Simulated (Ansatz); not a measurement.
# A hole started on a pair of O atoms pulled together in HfO2 (P2_1/c), part 2 of 2

Aim: find out whether an added hole stays on a pair of O atoms pulled together in HfO2 (P2_1/c) by distorting the lattice there, how its energy compares with the band edge, and how the answer depends on the level of theory. The model is a cell of 96 host atoms.

Ansatz 0.2.0; plane-wave PAW DFT, PBE0 form with 0.202 exact exchange; relaxation of all atoms of a supercell at fixed charge in a uniform background.

So far. Step 2 (Relaxation with the hole, PBE0 (α = 0.202)): The sizes of the moments in the atoms' spheres add to about 1.1 μB, shared by about 18 atoms in effect: the carrier has spread out.

In doubt: the hybrid run may have settled on a false gap or state (in some of the runs), so the values of those runs are not to be relied on.

## (4) States in the gap, PBE0 (α = 0.202)

Level of this step: plane-wave PAW DFT, PBE0 form with 0.202 exact exchange; single point of a supercell at fixed charge in a uniform background (Ansatz).

A single point on the relaxed atoms asks for the levels and how far each is spread.

qp1_M1_trap.hyb/input.yaml reads:

```yaml
crystal:
  checkpoint: "../qp1_M1_trap.hrelax.run"
  host: checkpoint
total_charge: 1
basis:
  ecutwfc: 420
  xc_grid: 2
hamiltonian:
  xc: { preset: pbe0, exx: 0.202 }
kpoints:
  mp_grid: { grid: [1, 1, 1] }
magnetization:
  spin_polarized: true
  initial_magnetization: 1
  spin_locking: { lock_magnetization: hard }
scf:
  occupations: { method: fixed }
  max_iter: 100
output:
  forces: true
  charged_corrections:
    epsilon: [[5.04, 0.0, 0.14], [0.0, 5.06, 0.0], [0.14, 0.0, 4.75]]
    static_epsilon: [[20.63, 0.0, 1.36], [0.0, 18.82, 0.0], [1.36, 0.0, 15.26]]
    defect_position: [0.656025, 0.605213, 0.465225]
  eigenvalues: true
  eigenstates: { localisation: true }
  efg: {}
checkpoint:
  read: "../qp1_M1_trap.hrelax.run"
  write: "../qp1_M1_trap.hyb.run"
  compress: false
  write_wavefunctions: true
  write_every: 100000
```

Launch:

```console
> ansatz run input.yaml --threads 32 --pin off --max-ram 84787MiB --backend cuda --events-out ev --progress --plain --runs-dir out --max-vram 78GiB
```

Numbers of over 12 decimals in the logs are rounded to 6 here.

The program printed:

```text
[...]
crystal.checkpoint: the structure is that of <dir>, a `relax` run, at its step 7: its result, under {"exchange":"pbe","correlation":"pbe","exx":{"coeff":0.202,"omega":null}} at a charge of 1 e; 96 atoms read, 2 with a starting moment; [...]
Hf: output.efg is read without spin–orbit coupling, which moves field gradients at and beside such atoms by some per cent and up to a factor of two; PAW files take it under magnetization.noncollinear and magnetization.spin_orbit
[...]
Crystal: 96 atoms, lattice volume = 1096.717 Å³
Basis set: ecut = 420 eV, 21483 PW (Γ), exchange–correlation on 144×144×144 points (8 copies of the dense FFT grid, shifted against one another)
Bands: 730, of which v1, the nominal top of the filled ones, is band 608 counted from 1 (607 counted from 0)
Symmetry: 1 space group operations
[...]
k-points: 1
[...]
Stability of the state it starts from, as read at its close in the collinear treatment: not read, because the functional holds exact exchange (a hybrid, or Hartree-Fock), whose exchange loop this test does not read (fock_operator); its run was given moments
[...]
Frozen-core exchange: fock
[...]
SCF iter   2: F=-539535.577979 eV  HF=-539535.577979 eV  |Δ(HF+E_count)|=    0.00e0  Δρ=3.09e-7 (↑2.13e-7 ↓3.09e-7)  dr2=5.23e-10  dr2_m=6.50e-10  M=1.000 μB ∫|m|=1.411 μB sched 1.00e-12)  Hψ=3297
SCF 1 converged in 2 iterations: F = -539535.577979 eV  dr2 = 5.23e-10
[...]
SCF 3 converged in 2 iterations: F = -539535.577979 eV  dr2 = 1.06e-11
[...]
the search or the solves at the SCF's close seem to have found levels that the self-consistency loop had missed (the run counts 2). By its estimate they hold under 1e-12 electrons; where the run keeps them, the occupations were computed again with them
WARN: the filled states extend beyond the cell (their overlap across the Brillouin zone is 0.001, against 0 in a metal and nearly 1 for localised states). With one k-point a hybrid's gap, moments and forces can then be wrong. [...]
this state was not tested for a lower state beside it, because the functional holds exact exchange (a hybrid, or Hartree-Fock), whose exchange loop this test does not read (fock_operator); [...]
[...]
Magnetization: 1.0000 μB (608.0000 up, 607.0000 down)
Absolute magnetization: 1.4171 μB (∫|ρ↑−ρ↓|, with the PAW one-centre terms)
[...]
Per-site moments (μB) at R_I (Å): [(-8.293649214107691e-5, 0.840676), (-0.00300847, 0.845573), (-0.00300511, 0.845607), [... 6 left out ...]
Free energy (F): -539535.577979 eV
[...]
Internal energy: -539535.577979 eV  (E = F + TS)
E sigma→0 (E₀):  -539535.577979 eV
Fermi energy:    13.103009 (↑ 13.103009, ↓ 13.096253) eV
[...]
--- Forces (eV/Å), atoms counted from 1 ---
  atom   1  Hf    -0.00549209     0.00103165     0.00299694
  atom   2  Hf     0.00428267     0.00921831    -0.00007181
  [... 4 atoms left out ...]
  [... 90 more lines of this table ...]
  max |Σ_I F_I| component: 2.68e-7 eV/Å
--- PAW observables at the nuclei: V_zz in 10²¹ V/m², potentials from the cell's mean, atoms counted from 1 ---
  [...]
F Makov-Payne    = n/a  (the rows are of the electrons' constant alone; ansatz place-levels tells what screens the charge)
[...]
--- Band table (eV) ---
[...]
```

Run time: 27 s. Hardware: 1 × NVIDIA GB200 with 32 threads of Arm Neoverse V2, shared host; peak memory 3.2 GiB; 3.8 min of CPU time.

States next to the filling edge at the first k-point, on the run's own zero (eigenstates.tsv). The participation number counts the atoms that a state is spread over, of 96; bands count from 0.

```csv
spin,band,energy (eV),occupation,participation,largest share on,share
down,601,12.732,1.00,45.4,O72,0.04
down,602,12.732,1.00,45.4,O23,0.04
down,603,12.777,1.00,23.1,O22,0.07
down,604,12.777,1.00,23.1,O47,0.07
down,605,12.935,1.00,68.9,O36,0.02
down,606,13.096,1.00,18.2,O33,0.06
down,607,14.052,0.00,17.9,O22,0.06
down,608,19.154,0.00,73.6,Hf14,0.02
down,609,19.533,0.00,66.9,Hf74,0.03
down,610,19.533,0.00,66.9,Hf51,0.03
down,611,19.642,0.00,72.2,Hf3,0.02
up,602,12.624,1.00,56.4,O36,0.03
up,603,12.624,1.00,56.0,O21,0.03
up,604,12.650,1.00,34.1,O36,0.04
up,605,12.839,1.00,19.4,O10,0.06
up,606,12.916,1.00,68.9,O36,0.02
up,607,13.103,1.00,19.1,O33,0.06
up,608,19.161,0.00,73.6,Hf14,0.02
up,609,19.538,0.00,66.9,Hf62,0.03
up,610,19.538,0.00,66.9,Hf51,0.03
up,611,19.649,0.00,72.2,Hf4,0.02
up,612,19.714,0.00,71.4,Hf88,0.02
```

Under PBE0 form with 0.202 exact exchange at the zone centre alone, the highest filled state is spin up, spread over 19 of 96 atoms, and the lowest empty one, 0.95 eV above it, is spin down, spread over 18 of 96 atoms.

Uncorrected and at zero smearing, the relaxed cell lies 0.10 eV below the carrier in the undistorted cell.

No level is given here: the program refused to align this charged cell with the host.

## (5) Relaxing again with PBEsol

The relaxed structure is now handed to a plain semilocal functional and relaxed again, to see what is left without exact exchange or U. The start is the structure of PBE0 (α = 0.202), where the carrier had already spread, so this step is a weak test of trapping.

qp1_M1_trap.semirelax/input.yaml reads:

```yaml
crystal:
  checkpoint: "../qp1_M1_trap.hrelax.run"
  host: checkpoint
total_charge: 1
basis:
  ecutwfc: 420
  xc_grid: 2
hamiltonian:
  xc: pbesol
kpoints:
  mp_grid: { grid: [1, 1, 1] }
magnetization:
  spin_polarized: true
  initial_magnetization: 1
  spin_locking: { lock_magnetization: hard }
scf:
  occupations: { method: fermi_dirac, width: 0.01 }
  max_iter: 100
output:
  forces: true
  charged_corrections:
    epsilon: [[5.04, 0.0, 0.14], [0.0, 5.06, 0.0], [0.14, 0.0, 4.75]]
    static_epsilon: [[20.63, 0.0, 1.36], [0.0, 18.82, 0.0], [1.36, 0.0, 15.26]]
    defect_position: [0.656025, 0.605213, 0.465225]
relax:
  f_tol: 0.02
  max_steps: 60
  escape_saddle: false
checkpoint:
  read: "../qp1_M1_trap.hrelax.run"
  write: "../qp1_M1_trap.semirelax.run"
  compress: false
  write_wavefunctions: true
  write_every: 100000
```

Wall time 6.4 s (1 × NVIDIA GB200 with 32 threads); peak memory 2.4 GiB; 19 s of CPU time.

The relaxation took 4 steps and gained 0.03 eV.

From the single point at the end of this step. The sizes of the moments in the atoms' spheres add to about 1.1 μB, shared by more than 30 atoms in effect: the carrier has spread out.

No level is given here: the program refused to align this charged cell with the host.

## (6) All levels of theory side by side

```csv
level of theory,atoms,atoms that share the moment,localised,time for the trial state
PBE0 (α = 0.202) †,relaxed,about 18,no,2.1 min
PBEsol,relaxed,more than 30,no,13 s
```

† Here the hybrid relaxation or its single point carries a warning about the state that it reached (a narrow gap in its semilocal warm-up or between frontier levels), so a lower state with the carrier may exist.

## (7) What came out

```
carrier localised (PBEsol)                            : no
state found, lowest state in doubt (PBE0 (α = 0.202)) : spread out
```

With PBE0 (α = 0.202) the hole did not stay localised from this start: it is shared by about 18 of the 96 atoms in effect. The hybrid relaxation or its single point carries a warning about the state that it reached (a narrow gap in its semilocal warm-up or between frontier levels), so a lower state with the carrier may exist; the numbers describe the state found. It spreads at every relaxed level of theory in the table. Semilocal functionals favour spread carriers, so their answer alone decides nothing. A relaxation step took 14 s with PBE0 (α = 0.202) and 1.6 s with PBEsol. The point with the carrier in the undistorted cell ran without the search for lower states. One trial site was relaxed, so another site or form can lie lower. Limits: sampling at the zone centre alone can move energies of charged and open-shell states by tenths of an eV or more in cells of this size; spin–orbit coupling, which can matter with heavy atoms, is left out.

[Logs are printed without paths, hosts, clocks, repeated set-up lines and the standing remarks that a program may print on its own settings, such as how far it seeks lower states.]

[Hosts, paths, dates, database ids (printed as entryN), source tags and the programs' standing remarks are cut or masked in the printed files.]

[For some hosts the program warned that the k-mesh of the response run may be too coarse for force constants and the static dielectric constant; such warnings are not shown here.]
